## From one transition to a solid

An electric field polarises an insulator by mixing empty electron states into the filled ones. The mixing is weaker when the empty state lies higher. For a transition of energy $E$ whose orbitals stay the same, the contribution to the static response scales as $1/E$. Raising that energy by $\Delta$ therefore multiplies the contribution by

$$\frac{E}{E+\Delta}.$$

In a solid, many such transitions add up to $\varepsilon-1$, where $\varepsilon$ is the dielectric constant. A uniform field drives only vertical transitions, in which the electron keeps its crystal momentum. If a functional moves the empty states up relative to the filled ones and hardly changes the orbitals, every term shrinks and $\varepsilon$ falls.

## Cubic boron nitride with six functionals

GPAW 26.7.0, PAW DFT in plane waves (cutoff 600 eV) without spin polarisation: clamped-ion dielectric tensor of cubic BN at a fixed cell (edge 3.626 Å). The response is computed in the RPA with local fields, using 24 bands and a 32 × 32 × 32 k mesh; the ground state uses a 10 × 10 × 10 k mesh and Fermi-Dirac smearing of 0.001 eV.

```
functional                                           potentials  dielectric xx  dielectric yy  dielectric zz
       LDA                 GPAW-PAW-data-sets-(gpaw-data-1.2.1)          4.573          4.573          4.573
       PBE                 GPAW-PAW-data-sets-(gpaw-data-1.2.1)          4.522          4.522          4.522
    PBEsol  PAW-data-sets-made-by gpaw-setup-for-the-functional          4.590          4.590          4.590
      RPBE                 GPAW-PAW-data-sets-(gpaw-data-1.2.1)          4.502          4.502          4.502
      AM05  PAW-data-sets-made-by gpaw-setup-for-the-functional          4.580          4.580          4.580
   GLLB-SC                 GPAW-PAW-data-sets-(gpaw-data-1.2.1)          4.240          4.240          4.240
```

The nuclei are held fixed, so these numbers describe the electrons alone. They correspond to the square of the refractive index at frequencies well below the absorption edge but above the lattice vibrations, not to the full static permittivity, to which the motion of the ions also contributes. Cubic symmetry makes the three directions equal, and the crystal has the same volume in every row. The response is computed on a much denser k mesh than the ground state. Its convergence with the number of empty states is not shown, but that number is the same in every row.

The five semilocal functionals, from LDA to AM05, agree within 0.09, or 2% of the PBE value. GLLB-SC lies 0.26 below the lowest of them, about three times their whole spread. The main question is why this one functional stands apart.

The response is computed in the random-phase approximation (RPA): electrons react to the total electrostatic field, without a further exchange-correlation term. The functional can thus act only through the orbitals and their energies. GLLB-SC gives a smallest direct gap of 9.63 eV, against 8.78 eV for PBE. Its filled and empty states are further apart, and the crystal is harder to polarise.

## Why GLLB-SC opens the gap

In a semilocal potential, an electron is partly repelled by its own charge. This pushes up compact filled states, such as the nitrogen-rich valence states of BN, more than spread-out empty ones, which is one reason why the gap comes out too small. The GLLB-SC potential imitates exact exchange through a term that depends on the orbital energies. The term is repulsive, but weakest where the highest filled states dominate the density. These states are therefore expected to lie lower relative to the empty ones. This is an argument from theory; the calculation shows the wider gap, but not which part of the potential makes it.

## How far should the constant fall?

Take the PBE orbitals and raise every vertical transition by the difference in smallest direct gap, $\Delta=0.85$ eV. The result depends on where the transitions lie, and two limiting cases enclose it. The estimate applies to the response before local fields, the uneven fields that the induced charge sets up inside the cell. These lower $\varepsilon$ by 0.19 to 0.20 in every row, so they do not create the trend.

In the first limit, all the response comes from transitions at the smallest direct gap. The shift then has its greatest effect:

$$\frac{8.78}{9.63}=0.91,$$

a fall of about 9% in $\varepsilon-1$.

In the second limit, all transitions sit at one mean energy $\bar E$. A sum rule ties the total strength of the transitions to the number of electrons and gives

$$\varepsilon-1=\left(\frac{\hbar\omega_p}{\bar E}\right)^2 .$$

Here $\hbar\omega_p$ is the plasma energy, 30.4 eV for eight valence electrons per cell. Counting only these electrons is an approximation. With the PBE value $\varepsilon=4.717$ before local fields,

$$\bar E=\frac{30.4\ \text{eV}}{\sqrt{3.717}}=15.8\ \text{eV},\qquad \frac{15.8}{15.8+0.85}=0.95 .$$

This is a fall of about 5%, the smallest that the rigid shift allows. A real crystal has transitions on both sides of the mean, and the low ones count more and react more strongly.

The computed fall is 7.4%, between the two limits. A rigid shift of this size would thus give at least about two thirds of the fall, and perhaps all of it. Changes in the orbitals may supply the rest. The real shift is not rigid, though: a uniform one would widen the indirect gap by the same 0.85 eV, and that gap widens by only 0.54 eV. The response calculation is also known to lack terms for this functional. Their size is not known here, so the amount of the fall is less certain than the widening of the gap.

## The small steps among semilocal functionals

LDA, PBE and RPBE follow the same rule on a smaller scale. Their direct gaps grow in this order, and their dielectric constants fall. Measured from PBE, the changes for LDA and RPBE also lie within the limits of the rigid shift, as the output after this text shows. The steps are only about 1% or less of $\varepsilon$, however, while the optical matrix elements in these calculations can be wrong by a few percent. Such errors may largely cancel between similar functionals, but no run tests this.

PBEsol and AM05 break the rule. Their direct gaps are slightly larger than that of LDA, yet their dielectric constants are slightly higher. Measured from PBE, $\varepsilon-1$ before local fields rises by 1.9% and 1.6%, where the rigid shift allows less than 1%. For these two functionals, the change in the smallest direct gap is not enough to explain the constant.

At least two explanations remain open. The smallest direct gap belongs to one point in momentum space, whereas the response collects transitions from all of them. The indirect gap, which involves a second point, ranks all six rows without exception: the smaller it is, the higher the constant. Indirect transitions do not themselves contribute, but a small indirect gap may mean that empty states elsewhere lie lower and are easier to reach by vertical transitions from below. That is a guess, because vertical energies at those other points are not available. These two rows also use PAW data sets generated in a different way, so the functional is not the only thing that changes.

## What the lower value does not settle

A lower constant is not automatically a better one. RPA leaves out the attraction between the excited electron and the hole it leaves behind, which strengthens the response. Two simple models of this attraction, applied to PBE, raise its constant by 0.10 and 0.33. Even the weaker one adds slightly more than the spread of the semilocal functionals, and the stronger one adds more than the 0.28 that separates GLLB-SC from PBE.

The energies are not final either. The GLLB-SC gap used here omits the derivative discontinuity, the jump in the potential when an electron is added. Including it would widen the gap and, within RPA, lower the constant further. The two omissions thus act in opposite directions, and the open question is where the GLLB-SC value would settle if both were included.

Numerical output:

```
Local fields and gaps:
      row  with local fields  without local fields  lowering by local fields  direct gap eV  indirect gap eV
      LDA              4.573                 4.764                    0.1915          8.647            4.331
      PBE              4.522                 4.717                    0.1946          8.782            4.445
   PBEsol               4.59                 4.786                     0.196          8.721            4.263
     RPBE              4.502                 4.699                     0.197          8.843            4.479
     AM05               4.58                 4.776                    0.1962          8.706            4.282
  GLLB-SC               4.24                 4.442                    0.2017          9.631            4.981
Spread of the five semilocal rows: 0.088
Spread of the semilocal rows in percent of PBE: 1.946
GLLB-SC below the lowest semilocal row: 0.262
GLLB-SC below PBE: 0.282
GLLB-SC below PBE in percent: 6.236
Direct gap of GLLB-SC less that of PBE in eV: 0.8494
Plasma energy of the valence electrons in eV: 30.42
Mean transition energy of PBE from the sum rule in eV: 15.78
Change of susceptibility from PBE without local fields in percent:
      row  computed  weakest by rigid shift  strongest by rigid shift
      LDA     1.289                  0.8629                     1.561
      PBE         0                2.22e-14                         0
   PBEsol     1.867                  0.3888                    0.7008
     RPBE   -0.4736                 -0.3859                   -0.6912
     AM05     1.604                  0.4818                    0.8691
  GLLB-SC    -7.397                  -5.107                    -8.819
Rise of PBE with the weaker long-range kernel: 0.1023
Rise of PBE with the stronger long-range kernel: 0.3267
Difference from LDA:
      row  dielectric constant  direct gap eV
      LDA                    0              0
      PBE               -0.051          0.135
   PBEsol                0.017        0.07389
     RPBE               -0.071         0.1961
     AM05                0.007        0.05933
  GLLB-SC               -0.333         0.9844
```
